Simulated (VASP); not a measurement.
# GaSb (F-43m) in VASP: single point with r2SCAN

Aim: the single point of GaSb with r2SCAN.

Everything below comes from runs of VASP 6.6.1. Logs are shortened: lines on timing, memory, paths and dates and some standing lists are left out, and cuts for length are marked.

**The experiment to reproduce.**

A printed reference work, data compilation reports, for a bulk crystal of GaSb at 4.2 K: band gap 0.811 eV (direct).

The runs below are set against these values where they give the same quantity.

### 1 The cell of the first run

It takes space group F-43m (No. 216, cubic). The conventional cell has a = 6.118 Å, b = 6.118 Å, c = 6.118 Å, α = 90.00°, β = 90.00°, γ = 90.00°. Within 3.5 Å of Ga (site symmetry -43m) lie 4 Sb at 2.65 Å. Sb (site symmetry -43m) has 4 Ga at 2.65 Å within 3.5 Å.

### 2 Single point, r2SCAN

Contents of POSCAR:

```
GaSb
1.0
    0.0000000000      3.0590000000      3.0590000000
    3.0590000000      0.0000000000      3.0590000000
    3.0590000000      3.0590000000      0.0000000000
Ga Sb
1 1
Direct
    0.0000000000      0.0000000000      0.0000000000
    0.2500000000      0.2500000000      0.2500000000
```

Contents of INCAR.step1:

```
  ALGO = Normal
  EDIFF = 1E-4
  ENCUT = 520
  GGA = PE
  ISMEAR = 0
  LASPH = T
  LCHARG = F
  LREAL = F
  LWAVE = T
  NBANDS = 16
  NELM = 100
  PREC = Accurate
  SIGMA = 0.01
```

Contents of INCAR.step2:

```
  ALGO = Normal
  EDIFF = 1E-6
  ENCUT = 520
  ISIF = 2
  ISMEAR = 0
  ISTART = 1
  LASPH = T
  LCHARG = F
  LMIXTAU = T
  LREAL = F
  LWAVE = F
  METAGGA = R2SCAN
  NBANDS = 16
  NELM = 100
  PREC = Accurate
  SIGMA = 0.01
```

Contents of KPOINTS:

```
k-points
0
Gamma
  6 6 6
```

Potentials or basis: VASP PAW PBE potentials, release 64 (Ga_d, Sb).

Command:

```sh
> cat potpaw_PBE.64/Ga_d/POTCAR potpaw_PBE.64/Sb/POTCAR > POTCAR
> cp INCAR.step1 INCAR
> mpirun -np 1 vasp_std > vasp.out
> cp INCAR.step2 INCAR
> mpirun -np 1 vasp_std > vasp.out
```

OUTCAR:

```text
EDIFF = 1E-6
   ENCUT = 520
   ISIF = 2
   ISMEAR = 0
   ISTART = 1
   LASPH = T
   LREAL = F
   METAGGA = R2SCAN
   NELM = 100
   PREC = Accurate

 ion  position               nearest neighbor table
   1  0.000  0.000  0.000-   2 2.65   2 2.65   2 2.65   2 2.65
   2  0.250  0.250  0.250-   1 2.65   1 2.65   1 2.65   1 2.65

  LATTYP: Found a face centered cubic cell.
 ALAT       =     6.1180000000

  Lattice vectors:

 A1 = (   0.0000000000,   3.0590000000,   3.0590000000)
 A2 = (   3.0590000000,   0.0000000000,   3.0590000000)
 A3 = (   3.0590000000,   3.0590000000,   0.0000000000)

Analysis of symmetry for initial positions (statically):
=====================================================================
 Subroutine PRICEL returns:
 Original cell was already a primitive cell.

 Routine SETGRP: Setting up the symmetry group for a
 face centered cubic supercell.

 Subroutine GETGRP returns: Found 24 space group operations
 (whereof 24 operations were pure point group operations)
 out of a pool of 48 trial point group operations.

The static configuration has the point symmetry T_d .

Analysis of symmetry for dynamics (positions and initial velocities):
=====================================================================
 Subroutine PRICEL returns:
 Original cell was already a primitive cell.

 Routine SETGRP: Setting up the symmetry group for a
 face centered cubic supercell.

 Subroutine GETGRP returns: Found 24 space group operations
 (whereof 24 operations were pure point group operations)
 out of a pool of 48 trial point group operations.

The dynamic configuration has the point symmetry T_d .

 Subroutine INISYM returns: Found 24 space group operations
 (whereof 24 operations are pure point group operations),
 and found     1 'primitive' translations

----------------------------------------------------------------------------------------

                                     Primitive cell

  volume of cell :      57.2491

  direct lattice vectors                    reciprocal lattice vectors
     0.000000000  3.059000000  3.059000000    -0.163452109  0.163452109  0.163452109
     3.059000000  0.000000000  3.059000000     0.163452109 -0.163452109  0.163452109
     3.059000000  3.059000000  0.000000000     0.163452109  0.163452109 -0.163452109

  length of vectors
     4.326079287  4.326079287  4.326079287     0.283107357  0.283107357  0.283107357

  position of ions in fractional coordinates (direct lattice)
     0.000000000  0.000000000  0.000000000
     0.250000000  0.250000000  0.250000000

  ion indices of the primitive-cell ions
   primitive index   ion index
                 1           1
                 2           2

----------------------------------------------------------------------------------------

 KPOINTS: k-points

Automatic generation of k-mesh.
 Grid dimensions read from file:
 generate k-points for:    6    6    6

 Generating k-lattice:

  Cartesian coordinates                     Fractional coordinates (reciprocal lattice)
    -0.027242018  0.027242018  0.027242018     0.166666667  0.000000000  0.000000000
     0.027242018 -0.027242018  0.027242018     0.000000000  0.166666667  0.000000000
     0.027242018  0.027242018 -0.027242018     0.000000000  0.000000000  0.166666667

  Length of vectors
     0.047184559  0.047184559  0.047184559

  Shift w.r.t. Gamma in fractional coordinates (k-lattice)
     0.000000000  0.000000000  0.000000000

 Subroutine IBZKPT returns following result:
 ===========================================

 Found     16 irreducible k-points:

 Following reciprocal coordinates:
            Coordinates               Weight
  0.000000  0.000000  0.000000      1.000000
  0.166667  0.000000  0.000000      8.000000
  0.333333  0.000000  0.000000      8.000000
  0.500000  0.000000  0.000000      4.000000
  0.166667  0.166667  0.000000      6.000000
  0.333333  0.166667  0.000000     24.000000
[... 8 lines left out ...]
 -0.333333  0.333333  0.166667     24.000000
 -0.333333  0.500000  0.166667     12.000000
   k-points           NKPTS =     16   k-points in BZ     NKDIM =     16   number of bands    NBANDS=     16
   number of dos      NEDOS =    301   number of ions     NIONS =      2
   total plane-waves  NPLWV =  32768
   dimension x,y,z NGX =    32 NGY =   32 NGZ =   32
   dimension x,y,z NGXF=    64 NGYF=   64 NGZF=   64
   ions per type =               1   1
   NGX,Y,Z   is equivalent  to a cutoff of  12.30, 12.30, 12.30 a.u.
   NGXF,Y,Z  is equivalent  to a cutoff of  24.59, 24.59, 24.59 a.u.
 SYSTEM =  unknown system
   PREC   = accura    normal or accurate (medium, high low for compatibility)
   ISTART =      1    job   : 0-new  1-cont  2-samecut
   ICHARG =      0    charge: 1-file 2-atom 10-const
   ISPIN  =      1    spin polarized calculation?
   LNONCOLLINEAR =      F non collinear calculations
   LSORBIT =      F    spin-orbit coupling
   LASPH  =      T    aspherical Exc in radial PAW
   ENCUT  =  520.0 eV  38.22 Ry    6.18 a.u.   8.04  8.04  8.04*2*pi/ulx,y,z
   NELM   =    100;   NELMIN=  2; NELMDL=  0     # of ELM steps
   EDIFF  = 0.1E-05   stopping-criterion for ELM
   LREAL  =      F    real-space projection
   EDIFFG = 0.1E-04   stopping-criterion for IOM
   NSW    =      0    number of steps for IOM
   IBRION =     -1    ionic relax: 0-MD 1-quasi-New 2-CG
   NFREE  =      0    steps in history (QN), initial steepest desc. (CG)
   ISIF   =      2    stress and relaxation
   ISYM   =      2    0-nonsym 1-usesym 2-fastsym
   POTIM  = 0.5000    time-step for ionic-motion
   TEBEG  =    0.0;   TEEND  =   0.0 temperature during run
   PSTRESS=    0.0 pullay stress
   NELECT =      18.0000    total number of electrons
   NUPDOWN=      -1.0000    fix difference up-down
   EMIN   =  10.00;   EMAX   =-10.00  energy-range for DOS
   EFERMI =   0.00;   METHOD = LEGACY
   ISMEAR =     0;   SIGMA  =   0.01  broadening in eV -4-tet -1-fermi 0-gaus
   EFERMI_NEDOS =   21; number of points for ismear=-14 and -15
   IALGO  =     38    algorithm
   IMIX   =      4    mixing-type and parameters
     AMIX     =   0.40;   BMIX     =  1.00
     AMIX_MAG =   1.60;   BMIX_MAG =  1.00
  volume/ion in A,a.u.               =      28.62       193.17
  Fermi-wavevector in a.u.,A,eV,Ry     =   1.113208  2.103657 16.860766  1.239231
  Thomas-Fermi vector in A             =   2.249790
   LORBIT       =      0    0 simple, 1 ext, 2 COOP (PROOUT), +10 PAW based schemes
   METAGGA = R2SCAN    functional components
   LHFCALC =     F    Hartree Fock is set to
   AEXX    =    0.0000 exact exchange contribution
   IVDW    =     0    specifies the selected vdW correction
   LEPSILON=     F    determine dielectric tensor
   LRPA    =     F    only Hartree local field effects (RPA)
 non-spin polarized calculation
 Gauss-broadening in eV      SIGMA  =   0.01
  energy-cutoff  :      520.00
  volume of cell :       57.25
 maximum number of plane-waves:      1572
   NGX = 17   NGY = 17   NGZ = 17

 number of electron      17.9999986 magnetization

 Free energy of the ion-electron system (eV)
  ---------------------------------------------------
  ext. energy  EPLUGINS =         0.00000000
  ---------------------------------------------------
  free energy    TOTEN  =       -37.57837876 eV

  energy without entropy =      -37.57837876  energy(sigma->0) =      -37.57837876

 E-fermi :   4.8167     XC(G=0):  -9.7180

 val. band max:        4.6909963791   @ k =   0.0000   0.0000   0.0000
 cond. band min:       5.1399591783   @ k =   0.0000   0.0000   0.0000
 fundamental gap:      0.4489627992
 Fermi energy:         4.8167006562

 k-point     1 :       0.0000    0.0000    0.0000
  band No.  band energies     occupation
      1     -10.8153      2.00000
      2     -10.8153      2.00000
      3     -10.8152      2.00000
      4     -10.7584      2.00000
      5     -10.7584      2.00000
      6      -7.2401      2.00000
[... 8 lines left out ...]
     15      13.7071      0.00000
     16      13.7071      0.00000

 k-point     2 :       0.1667    0.0000    0.0000
  band No.  band energies     occupation
      1     -10.8230      2.00000
      2     -10.8120      2.00000
      3     -10.8119      2.00000
      4     -10.7587      2.00000
      5     -10.7587      2.00000
      6      -6.9422      2.00000
[... 8 lines left out ...]
     15      12.7326      0.00000
     16      12.7326      0.00000

 k-point     3 :       0.3333    0.0000    0.0000
  band No.  band energies     occupation
      1     -10.8378      2.00000
      2     -10.8060      2.00000
      3     -10.8060      2.00000
      4     -10.7586      2.00000
      5     -10.7586      2.00000
      6      -6.1470      2.00000
[... 8 lines left out ...]
     15      13.2697      0.00000
     16      13.2697      0.00000

 k-point     4 :       0.5000    0.0000    0.0000
  band No.  band energies     occupation
      1     -10.8451      2.00000
      2     -10.8034      2.00000
      3     -10.8034      2.00000
      4     -10.7581      2.00000
      5     -10.7581      2.00000
      6      -5.5180      2.00000
[... 8 lines left out ...]
     15      15.1893      0.00000
     16      15.1893      0.00000
[... 172 lines left out ...]
 k-point    14 :       0.5000    0.3333    0.1667
  band No.  band energies     occupation
      1     -10.8503      2.00000
      2     -10.7992      2.00000
      3     -10.7963      2.00000
      4     -10.7641      2.00000
      5     -10.7567      2.00000
      6      -5.4636      2.00000
[... 8 lines left out ...]
     15      14.2680      0.00000
     16      16.3387      0.00000

 k-point    15 :      -0.3333    0.3333    0.1667
  band No.  band energies     occupation
      1     -10.8537      2.00000
      2     -10.7983      2.00000
      3     -10.7934      2.00000
      4     -10.7634      2.00000
      5     -10.7580      2.00000
      6      -4.8971      2.00000
[... 8 lines left out ...]
     15      15.7638      0.00000
     16      15.9809      0.00000

 k-point    16 :      -0.3333    0.5000    0.1667
  band No.  band energies     occupation
      1     -10.8587      2.00000
      2     -10.7945      2.00000
      3     -10.7898      2.00000
      4     -10.7669      2.00000
      5     -10.7564      2.00000
      6      -4.5925      2.00000
[... 8 lines left out ...]
     15      15.2745      0.00000
     16      16.6841      0.00000

------------------------ aborting loop because EDIFF is reached ----------------------------------------

  FORCE on cell =-STRESS in cart. coord.  units (eV):
  Direction    XX          YY          ZZ          XY          YZ          ZX
  --------------------------------------------------------------------------------------
  -------------------------------------------------------------------------------------
  Total        0.1618852      0.1618852      0.1618852      0.0000000     -0.0000000     -0.0000000
  in kB        4.5305334      4.5305334      4.5305334      0.0000000     -0.0000000     -0.0000000
  external PRESSURE =       4.5305334 kB  Pullay stress =       0.0000000 kB

 VOLUME and BASIS-vectors are now :
 -----------------------------------------------------------------------------
  energy-cutoff  :      520.00
  volume of cell :       57.25
      direct lattice vectors                 reciprocal lattice vectors
     0.000000000  3.059000000  3.059000000    -0.163452109  0.163452109  0.163452109
     3.059000000  0.000000000  3.059000000     0.163452109 -0.163452109  0.163452109
     3.059000000  3.059000000  0.000000000     0.163452109  0.163452109 -0.163452109

 POSITION                                       TOTAL-FORCE (eV/Angst)
 -----------------------------------------------------------------------------------
      0.00000      0.00000      0.00000         0.000000      0.000000      0.000000
      1.52950      1.52950      1.52950        -0.000000     -0.000000     -0.000000
 -----------------------------------------------------------------------------------
    total drift:                               -0.000002     -0.000002     -0.000002

  FREE ENERGIE OF THE ION-ELECTRON SYSTEM (eV)
  ---------------------------------------------------
  free  energy   TOTEN  =       -37.5783787591 eV

  energy  without entropy=      -37.5783787591  energy(sigma->0) =      -37.57837876
```

Wall time 62 s (1 thread of Intel Xeon 8259CL, shared host); peak memory 0.19 GiB.

What came out:

```yaml
Free_energy: -37.5784 eV
Pressure: 0.5 GPa
Band_gap_on_the_k_mesh: 0.45 eV, direct
```

Caveat: the PAW data sets were made with another functional, which shifts forces and pressure a little; spin-orbit coupling is left out, which moves the levels of the heavy elements.

### 3 How close it comes

Step 2. Against the measured gap of GaSb, 0.811 eV (direct; 4.2 K; a printed reference work, data compilation), the calculated 0.45 eV is off by -0.36 eV. Spin-orbit coupling on Ga, Sb is left out. The value is that of r2SCAN on a finite k mesh, which can miss the band edges, without temperature or zero-point motion.
